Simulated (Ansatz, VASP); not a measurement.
## One calculation of CdInS2, two programs

```
CELL_PARAMETERS angstrom
3.81720 0.00000 0.00000
-1.90860 3.30579 0.00000
0.00000 0.00000 6.71848
ATOMIC_POSITIONS crystal
In 0.00000 0.00000 0.50000
Cd 0.00000 0.00000 0.00000
S 0.33333 0.66667 0.24495
S 0.66667 0.33333 0.75505
```

Change from the starting cell: volume scaled by 0.96.

Alike in both runs: task single point; functional PBE; k mesh 8 × 8 × 4; occupations fermi-dirac, width 0.05 eV; no spin polarisation.

|  | VASP | Ansatz |
| --- | --- | --- |
| version | VASP 6.6.1 | Ansatz 0.2.0 |
| potentials or method | VASP PAW PBE potentials, release 64 (In_d, Cd, S) | Ansatz PAW |
| plane-wave cutoff (eV) | 520 | 420 |
| valence electrons in the cell | 37 | 45 |

VASP gave:

| Item | Value |
| --- | --- |
| gap on the k mesh at the Fermi level (eV) | none |
| pressure (GPa) | 2.9 |
| largest component of the traceless stress (GPa) | 0.53 |
| rms of the force components (eV/Å) | 0.001 |

What did Ansatz give for the same quantities?

gap on the k mesh at the Fermi level (eV): none; pressure (GPa): 2.7; largest component of the traceless stress (GPa): 0.49; rms of the force components (eV/Å): 0.012.

Atom by atom the forces differ by 0.012 eV/Å (rms over components). A gap of «none» marks a metal or a gap that the smearing closes. The two sets of potentials don't hold the same shells in valence.
